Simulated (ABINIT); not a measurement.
# A GW chain in ABINIT: AlN (F-43m), part 2 of 3

Aim: the G0W0 gap of AlN (F-43m) on LDA, step by step.

ABINIT 10.8.3; LDA and many-body steps on it, plane waves. Known limits of the many-body steps: not at the basis limit.

So far. Step 2 (Ground state): The gap is indirect, with the least direct gap 0.98 eV higher.

**3. Bands along the symmetry lines**

Level of this step: DFT, LDA, plane waves, norm-conserving pseudopotentials (ABINIT).

Levels along a band path, at the cheap level, show where the edges lie and whether the meshes to come will hold them.

File run.abi:

```
acell 3*1.0 Angstrom
rprim 
  -0.000000000000 2.183993559600 2.183993559600
  2.183993559600 -0.000000000000 2.183993559600
  2.183993559600 2.183993559600 -0.000000000000
ntypat 2
znucl 13 7
natom 2
typat 1 2
xred 
  0.000000000000 0.000000000000 0.000000000000
  0.750000000000 0.750000000000 0.750000000000
pp_dirpath "pseudos"
pseudos "Al.upf, N.upf"
ecut 36
iscf -2
irdden 1
kptopt 0
nkpt 50
kpt 
  0.00000000 0.00000000 0.00000000
  -0.06250000 -0.06250000 0.00000000
  -0.12500000 -0.12500000 0.00000000
  -0.18750000 -0.18750000 0.00000000
  -0.25000000 -0.25000000 0.00000000
  -0.31250000 -0.31250000 0.00000000
  -0.37500000 -0.37500000 0.00000000
  -0.43750000 -0.43750000 0.00000000
  -0.50000000 -0.50000000 0.00000000
  -0.48437500 -0.48437500 0.03125000
  -0.46875000 -0.46875000 0.06250000
  -0.45312500 -0.45312500 0.09375000
  -0.43750000 -0.43750000 0.12500000
  -0.42187500 -0.42187500 0.15625000
  -0.40625000 -0.40625000 0.18750000
  -0.39062500 -0.39062500 0.21875000
  -0.37500000 -0.37500000 0.25000000
  -0.37500000 0.00000000 0.37500000
  -0.32812500 0.00000000 0.32812500
  -0.28125000 0.00000000 0.28125000
  -0.23437500 0.00000000 0.23437500
  -0.18750000 0.00000000 0.18750000
  -0.14062500 0.00000000 0.14062500
  -0.09375000 0.00000000 0.09375000
  -0.04687500 0.00000000 0.04687500
  0.00000000 0.00000000 0.00000000
  0.00000000 0.00000000 0.06250000
  0.00000000 0.00000000 0.12500000
  0.00000000 0.00000000 0.18750000
  0.00000000 0.00000000 0.25000000
  0.00000000 0.00000000 0.31250000
  0.00000000 0.00000000 0.37500000
  0.00000000 0.00000000 0.43750000
  0.00000000 0.00000000 0.50000000
  -0.06250000 -0.03125000 0.46875000
  -0.12500000 -0.06250000 0.43750000
  -0.18750000 -0.09375000 0.40625000
  -0.25000000 -0.12500000 0.37500000
  -0.31250000 -0.15625000 0.34375000
  -0.37500000 -0.18750000 0.31250000
  -0.43750000 -0.21875000 0.28125000
  -0.50000000 -0.25000000 0.25000000
  -0.50000000 -0.28125000 0.21875000
  -0.50000000 -0.31250000 0.18750000
  -0.50000000 -0.34375000 0.15625000
  -0.50000000 -0.37500000 0.12500000
  -0.50000000 -0.40625000 0.09375000
  -0.50000000 -0.43750000 0.06250000
  -0.50000000 -0.46875000 0.03125000
  -0.50000000 -0.50000000 0.00000000
istwfk *1
nband 14
nbdbuf 5
tolwfr 1e-07
nstep 50
prtwf 0
prtvol 0
indata_prefix "in"
outdata_prefix "out"
tmpdata_prefix "tmp"
```

Launch:

```bash
$ OMP_NUM_THREADS=1 mpirun -n 4 abinit run.abi > log
```

Numbers of over 12 decimals in the logs are rounded to 6 here.

The log of the run:

```text
.Version 10.8.3 of ABINIT. v10.8.2 released Aug 2026.

 Symmetries : space group F-4 3 m (#216); Bravais cF (face-center cubic)
[... echo of the input left out ...]
== DATASET  1 ==================================================================
-   mpi_nproc: 4, omp_nthreads: 1 (-1 if OMP is not activated)

--- !DatasetInfo
iteration_state: {dtset: 1, }
dimensions: {natom: 2, nkpt: 50, mband: 14, nsppol: 1, nspinor: 1, nspden: 1, mpw: 1475, }
cutoff_energies: {ecut:  36.0, pawecutdg:  -1.0, }
electrons: {nelect:   8.00000000E+00, charge:   0.00000000E+00, occopt:   1.00000000E+00, tsmear:   1.00000000E-02, }

 Real(R)+Recip(G) space primitive vectors, cartesian coordinates (Bohr,Bohr^-1):
 R(1)=  0.0000000  4.1271497  4.1271497  G(1)= -0.1211490  0.1211490  0.1211490
 R(2)=  4.1271497  0.0000000  4.1271497  G(2)=  0.1211490 -0.1211490  0.1211490
 R(3)=  4.1271497  4.1271497  0.0000000  G(3)=  0.1211490  0.1211490 -0.1211490
 Unit cell volume ucvol=  1.4059849E+02 bohr^3
 Angles (23,13,12)=  6.00000000E+01  6.00000000E+01  6.00000000E+01 degrees

 getcut: wavevector=  0.0000  0.0000  0.0000  ngfft=  32  32  32
         ecut(hartree)=     36.000   => boxcut(ratio)=   2.02987

--- Pseudopotential description ------------------------------------------------
- Al Generated using ONCVPSP code by D. R. Hamann
- 13.00000   3.00000  180309                  znucl, zion, pspdat
12 -1012 2 -1 1854                            pspcod,pspxc,lmax,lloc,mmax
     nproj     2     2     2
  pspatm : epsatm=    0.57439143
         --- l  ekb(1:nproj) -->
             0    5.725870    0.726131
             1    6.190420    0.914022
             2   -4.229503   -0.925599
 pspatm: atomic psp has been read  and splines computed

- N Generated using ONCVPSP code by D. R. Hamann
-  7.00000   5.00000  180309                  znucl, zion, pspdat
12 -1012 1 -1 1058                            pspcod,pspxc,lmax,lloc,mmax
     nproj     2     2     0
  pspatm : epsatm=    5.30777321
         --- l  ekb(1:nproj) -->
[...]
pspatm: atomic psp has been read  and splines computed

--------------------------------------------------------------------------------

================================================================================
 prteigrs : about to open file out_EIG
 Non-SCF case, kpt    1 (  0.00000  0.00000  0.00000), residuals and eigenvalues=
  2.89E-08  7.21E-08  9.76E-09  7.77E-08  3.48E-08  5.24E-08  7.78E-08  6.72E-08
  3.70E-08  9.94E-08  5.81E-08  5.52E-08  2.14E-07  2.96E-07
 -3.4191E-01  2.0243E-01  2.0243E-01  2.0243E-01  3.5837E-01  6.5658E-01
  6.5658E-01  6.5658E-01  8.4940E-01  8.4940E-01  8.9826E-01  8.9826E-01
  8.9826E-01  9.6883E-01
 Non-SCF case, kpt    2 ( -0.06250 -0.06250  0.00000), residuals and eigenvalues=
  4.94E-08  7.93E-08  8.44E-09  8.61E-08  5.21E-08  4.70E-08  1.00E-08  6.82E-08
[...]
9.3657E-01  1.0001E+00
 Non-SCF case, kpt    3 ( -0.12500 -0.12500  0.00000), residuals and eigenvalues=
  9.47E-08  7.99E-09  4.90E-08  8.37E-09  1.33E-08  1.46E-08  1.03E-08  1.32E-08
[...]
9.7510E-01  1.0571E+00
[...]
Non-SCF case, kpt   49 ( -0.50000 -0.46875  0.03125), residuals and eigenvalues=
[...]
1.1777E+00  1.2097E+00
 Non-SCF case, kpt   50 ( -0.50000 -0.50000  0.00000), residuals and eigenvalues=
[...]
1.1691E+00  1.2037E+00

--- !ResultsGS
iteration_state: {dtset: 1, }
comment   : Summary of ground state results
lattice_vectors:
- [ -0.0000000,   4.1271497,   4.1271497, ]
- [  4.1271497,  -0.0000000,   4.1271497, ]
- [  4.1271497,   4.1271497,  -0.0000000, ]
lattice_lengths: [   5.83667,    5.83667,    5.83667, ]
lattice_angles: [ 60.000,  60.000,  60.000, ] # degrees, (23, 13, 12)
lattice_volume:   1.4059849E+02
convergence: {deltae:  0.000E+00, res2:  0.000E+00, residm:  9.944E-08, diffor:  0.000E+00, }
etotal    :  -1.28415815E+01
entropy   :   0.00000000E+00
fermie    :   2.02431740E-01
cartesian_stress_tensor: null
pressure_GPa: null
xred      :
- [  0.0000E+00,   0.0000E+00,   0.0000E+00, Al]
- [  7.5000E-01,   7.5000E-01,   7.5000E-01,  N]
cartesian_forces: null
force_length_stats: {min: null, max: null, mean: null, }

 Integrated electronic density in atomic spheres:
 ------------------------------------------------
 Atom  Sphere_radius  Integrated_density
[...]
================================================================================

 ----iterations are completed or convergence reached----

 Mean square residual over all n,k,spin=   44.909E-09; max=  99.438E-09
 reduced coordinates (array xred) for    2 atoms
       0.000000000000      0.000000000000      0.000000000000
       0.750000000000      0.750000000000      0.750000000000

 cartesian coordinates (angstrom) at end:
    1      0.000000     0.000000     0.000000
    2      3.275990     3.275990     3.275990
 length scales=  1.889726125908  1.889726125908  1.889726125908 bohr
              =  1.000000000000  1.000000000000  1.000000000000 angstroms
 prteigrs : about to open file out_EIG
 Eigenvalues (hartree) for nkpt=  50  k points:
 kpt#   1, nband= 14, wtk=  1.00000, kpt=  0.0000  0.0000  0.0000 (reduced coord)
[...]
kpt#   2, nband= 14, wtk=  1.00000, kpt= -0.0625 -0.0625  0.0000 (reduced coord)
[...]
kpt#   3, nband= 14, wtk=  1.00000, kpt= -0.1250 -0.1250  0.0000 (reduced coord)
[...]
kpt#  49, nband= 14, wtk=  1.00000, kpt= -0.5000 -0.4687  0.0313 (reduced coord)
  -0.23961    0.02121    0.13476    0.13477    0.32565    0.51540    0.70556    0.76589
   0.77207    1.06137    1.06447    1.16616    1.17769    1.20965
 kpt#  50, nband= 14, wtk=  1.00000, kpt= -0.5000 -0.5000  0.0000 (reduced coord)
  -0.23969    0.02041    0.13644    0.13644    0.32219    0.51272    0.70677    0.77099
   0.77099    1.06229    1.07185    1.16902    1.16905    1.20374

== END DATASET(S) ==============================================================
================================================================================

 -outvars: echo values of variables after computation  --------
            nband          14
             nkpt          50
          spgroup         216
 [... the other variables as echoed above ...]

 Calculation completed.
```

It took 3.9 s on 4 MPI ranks of Arm Neoverse V1, shared host; peak memory 0.24 GiB; 15 s of CPU time.

Numbers from this step:

* gap: 3.259 eV
* k of the valence top: 0, 0, 0
* k of the conduction bottom: -0.5, -0.5, 0
* least direct gap: 4.243 eV

The gap is 3.259 eV, as in the run before at this level.

Electronic bands along the path, in eV, zero at the top of the highest filled band; v1 is the highest filled band, c1 the lowest empty one:

```csv
point,v4,v3,v2,v1,c1,c2,c3,c4
Γ,-14.81,0.00,0.00,0.00,4.24,12.36,12.36,12.36
halfway,-13.66,-2.87,-0.99,-0.99,5.92,10.07,11.39,13.80
X,-12.03,-4.95,-1.80,-1.80,3.26,8.44,13.72,15.47
halfway,-12.02,-4.78,-2.50,-1.69,3.89,8.99,13.47,15.02
U,-12.05,-4.30,-3.67,-1.39,5.09,9.96,12.86,13.99
jump to K,-12.05,-4.30,-3.67,-1.39,5.09,9.96,12.86,13.99
halfway,-13.55,-3.54,-1.52,-0.21,7.31,10.14,11.22,12.41
Γ,-14.81,0.00,0.00,0.00,4.24,12.36,12.36,12.36
halfway,-13.94,-3.26,-0.26,-0.26,6.43,10.80,12.16,12.16
L,-12.69,-5.91,-0.49,-0.49,7.28,9.77,11.01,11.01
halfway,-12.36,-5.19,-2.25,-1.13,7.02,9.14,11.99,12.52
W,-11.97,-3.83,-3.48,-2.73,5.98,11.28,11.84,11.95
halfway,-12.00,-4.61,-2.43,-2.32,4.51,9.49,13.21,13.72
X,-12.03,-4.95,-1.80,-1.80,3.26,8.44,13.72,15.47
```

The electronic bands as a text plot (rows in eV, shown from -8.0 to 9.3 only):

```
    8.9 |         +++ +++     ++                    +++       ++
    8.2 |            +        ++                                +
    7.5 |                   ++  +              +++++++
    6.7 |                        ++         +++       ++
    6.0 |    +++           +               +            ++++
    5.3 |  ++   ++        +        ++    ++                 +
    4.6 |++              +           ++++                    +
    3.9 |         +    ++                                     ++
    3.1 |          ++++                                         +
    2.4 |
    1.7 |
    1.0 |
    0.3 |**                      **********
   -0.4 | ****              *****  ***  *  **********
   -1.2 |  ** ****       ***    *****    **         ****
   -1.9 |    *    *******                  *         *  *     ***
   -2.6 |     **       **     ** **                   ** *****
   -3.3 |       **       *****  *           *           *****
   -4.0 |         *       **  **             **         *****
   -4.8 |          *******  **                 *       *     ****
   -5.5 |                                       *   ***
   -6.2 |                                        ***
   -6.9 |
   -7.6 |
         Γ           X  U|K            Γ         L        W     X
```

**4. Empty states on the mesh, 8×8×8 mesh, 126 bands**

The sums over transitions need many empty states on a uniform mesh; this step solves for them.

File run.abi:

```
acell 3*1.0 Angstrom
rprim 
  -0.000000000000 2.183993559600 2.183993559600
  2.183993559600 -0.000000000000 2.183993559600
  2.183993559600 2.183993559600 -0.000000000000
ntypat 2
znucl 13 7
natom 2
typat 1 2
xred 
  0.000000000000 0.000000000000 0.000000000000
  0.750000000000 0.750000000000 0.750000000000
pp_dirpath "pseudos"
pseudos "Al.upf, N.upf"
ecut 36
ngkpt 8 8 8
nshiftk 1
shiftk 0 0 0
kptopt 1
chksymbreak 0
irdden 1
istwfk *1
nband 126
prtvol 0
optdriver 6
gwr_task "HDIAGO"
paral_kgb 0
occopt 1
indata_prefix "in"
outdata_prefix "out"
tmpdata_prefix "tmp"
```

The log of the run:

```text
[banner, memory and clock lines left out]
.Version 10.8.3 of ABINIT. v10.8.2 released Aug 2026.

 Symmetries : space group F-4 3 m (#216); Bravais cF (face-center cubic)
[... echo of the input left out ...]
== DATASET  1 ==================================================================
-   mpi_nproc: 4, omp_nthreads: 1 (-1 if OMP is not activated)

--- !DatasetInfo
iteration_state: {dtset: 1, }
dimensions: {natom: 2, nkpt: 29, mband: 126, nsppol: 1, nspinor: 1, nspden: 1, mpw: 1475, }
cutoff_energies: {ecut:  36.0, pawecutdg:  -1.0, }
electrons: {nelect:   8.00000000E+00, charge:   0.00000000E+00, occopt:   1.00000000E+00, tsmear:   1.00000000E-02, }

.Using double precision arithmetic; gwpc =  8

- Reading GS density from: in_DEN

--- Pseudopotential description ------------------------------------------------
- Al Generated using ONCVPSP code by D. R. Hamann
- 13.00000   3.00000  180309                  znucl, zion, pspdat
12 -1012 2 -1 1854                            pspcod,pspxc,lmax,lloc,mmax
     nproj     2     2     2
  pspatm : epsatm=    0.57439143
         --- l  ekb(1:nproj) -->
             0    5.725870    0.726131
             1    6.190420    0.914022
             2   -4.229503   -0.925599
 pspatm: atomic psp has been read  and splines computed

- N Generated using ONCVPSP code by D. R. Hamann
-  7.00000   5.00000  180309                  znucl, zion, pspdat
12 -1012 1 -1 1058                            pspcod,pspxc,lmax,lloc,mmax
     nproj     2     2     0
  pspatm : epsatm=    5.30777321
         --- l  ekb(1:nproj) -->
             0    7.408032    0.617798
             1   -4.361519   -1.032581
 pspatm: atomic psp has been read  and splines computed

   4.70573171E+01                                ecore*ucvol(ha*bohr**3)

 Total charge density [el/Bohr^3]
)     Maximum=    5.4126E-01  at reduced coord.    0.7813    0.7813    0.8125
)     Minimum=    1.1985E-03  at reduced coord.    0.0000    0.0000    0.0000
   Integrated=    8.0000E+00

 === KS gaps after direct diagonalization ===
 Indirect band gap semiconductor
 Fundamental gap:     3.259 (eV)
   VBM:     5.508 (eV) at k: [ 0.0000E+00,  0.0000E+00,  0.0000E+00]
   CBM:     8.767 (eV) at k: [ 5.0000E-01,  5.0000E-01,  0.0000E+00]
 Direct gap:         4.243 (eV) at k: [ 0.0000E+00,  0.0000E+00,  0.0000E+00]

== END DATASET(S) ==============================================================

 -outvars: echo values of variables after computation  --------
           etotal      0.0000000000E+00
            nband         126
             nkpt          29
          spgroup         216
 [... the other variables as echoed above ...]

 Calculation completed.
```

Run time: 23 s. Hardware: 4 MPI ranks; peak memory 0.7 GiB; 93 s of CPU time.

This step gave:

```yaml
gap: 3.259 eV
k_of_the_valence_top: 0, 0, 0
k_of_the_conduction_bottom: 0.5, 0.5, 0
least_direct_gap: 4.243 eV
k_points_computed: 29
lowest_point_of_the_top_converged_band_above_the_valence_top: 159.6048 eV
```

On this mesh the gap is 3.259 eV.

**5. Screening, 8×8×8 mesh, 118 bands, screening to 244.9 eV**

The RPA dielectric matrix is built and inverted for each q.

This step: RPA screening on LDA, plane waves, norm-conserving pseudopotentials.

run.abi, as its differences from that of step 4:

```diff
@@ -20,10 +20,11 @@
 chksymbreak 0
-irdden 1
 istwfk *1
-nband 126
-prtvol 0
-optdriver 6
-gwr_task "HDIAGO"
-paral_kgb 0
 occopt 1
+irdwfk 1
+optdriver 3
+nband 118
+ecuteps 9
+inclvkb 2
+awtr 1
+symchi 1
 indata_prefix "in"
```

The log of the run:

```text
.Version 10.8.3 of ABINIT. v10.8.2 released Aug 2026.

 Symmetries : space group F-4 3 m (#216); Bravais cF (face-center cubic)
[... echo of the input left out ...]
== DATASET  1 ==================================================================
-   mpi_nproc: 4, omp_nthreads: 1 (-1 if OMP is not activated)

--- !DatasetInfo
iteration_state: {dtset: 1, }
dimensions: {natom: 2, nkpt: 29, mband: 118, nsppol: 1, nspinor: 1, nspden: 1, mpw: 1475, }
cutoff_energies: {ecut:  36.0, pawecutdg:  -1.0, }
electrons: {nelect:   8.00000000E+00, charge:   0.00000000E+00, occopt:   1.00000000E+00, tsmear:   1.00000000E-02, }

 SCREENING: Calculation of the susceptibility and dielectric matrices

 Based on a program developped by R.W. Godby, V. Olevano, G. Onida, and L. Reining.
 Incorporated in ABINIT by V. Olevano, G.-M. Rignanese, and M. Torrent.
.Using double precision arithmetic ; gwpc =  8

[... cell and pseudopotentials left out ...]
--------------------------------------------------------------------------------

 ==== K-mesh for the wavefunctions ====
 Number of points in the irreducible wedge :    29
[... list of points left out ...]
 Together with 24 symmetry operations and time-reversal symmetry
 yields   512 points in the full Brillouin Zone.

 ==== Q-mesh for the screening function ====
 Number of points in the irreducible wedge :    29
[... list of points left out ...]
 Together with 24 symmetry operations and time-reversal symmetry
 yields   512 points in the full Brillouin Zone.

 setmesh: FFT mesh size selected  =    24x   24x   24
          total number of points  =        13824

 vcoul_init : cutoff-mode = AUXILIARY_FUNCTION
 q-points for optical limit:   1
     1)      0.000010    0.000020    0.000030

- screening: taking advantage of time-reversal symmetry
- Maximum band index for partially occupied states nbvw = 4
- Remaining bands to be divided among processors   nbcw = 114
- Number of bands treated by each node ~28

 Number of electrons calculated from density =    8.0000; Expected =    8.0000
 average of density, n =  0.056900
 r_s =    1.6129
 omega_plasma =   23.0097 [eV]

 calculating chi0 at frequencies [eV] :
  1    0.000000E+00    0.000000E+00
  2    0.000000E+00    2.300966E+01

--------------------------------------------------------------------------------
  q-point number  1        q = ( 0.000000, 0.000000, 0.000000) [r.l.u.]
--------------------------------------------------------------------------------
[... chi0 elements left out ...]
 For q-point:  0.000010 0.000020 0.000030
  dielectric constant =   4.3282
  dielectric constant without local fields =   4.7698

  Average fulfillment of the sum rule on Im[epsilon] for q-point    1 :     91.04  [%]
[... wings left out ...]
  q-point number  2        q = ( 0.125000, 0.000000, 0.000000) [r.l.u.]
--------------------------------------------------------------------------------
[... chi0 elements left out ...]
  Average fulfillment of the sum rule on Im[epsilon] for q-point    2 :     97.09  [%]

 [... 27 further q-points ...]
```

Run time: 3.8 min. Hardware: 4 MPI ranks; peak memory 1.3 GiB.

This step gave:

| Property | Result |
| --- | --- |
| ε∞ with local fields, on this mesh, along the program's q direction | 4.328 |
| the same without local fields | 4.770 |
| plasma frequency | 23.01 eV |
| plane waves in the screening matrix | 169 |

Local fields lower ε∞ by 9 %.

(Part 2 of 3 ends here.)

[Paths, hosts, dates, memory and timing lines, banners, echoed tables and standing remarks are left out of the program output.]

[Logs are printed without paths, hosts, clocks, repeated set-up lines and the standing remarks that a program may print on its own settings, such as how far it seeks lower states.]

[Runs of the session that timed out or met a known fault of the program may be left out.]

[Hosts, paths, dates, database ids (printed as entryN), source tags and the programs' standing remarks are cut or masked in the printed files.]

[G0W0 gaps are taken among the corrected bands and points alone; a level outside them can change the order at an edge.]

[Where Ansatz stands beside ABINIT at settings called matched, ABINIT's density can come from a denser mesh and the files from another edition; pairs whose starting gaps differed by over 0.03 eV were left out, so agreement reads better than it is.]
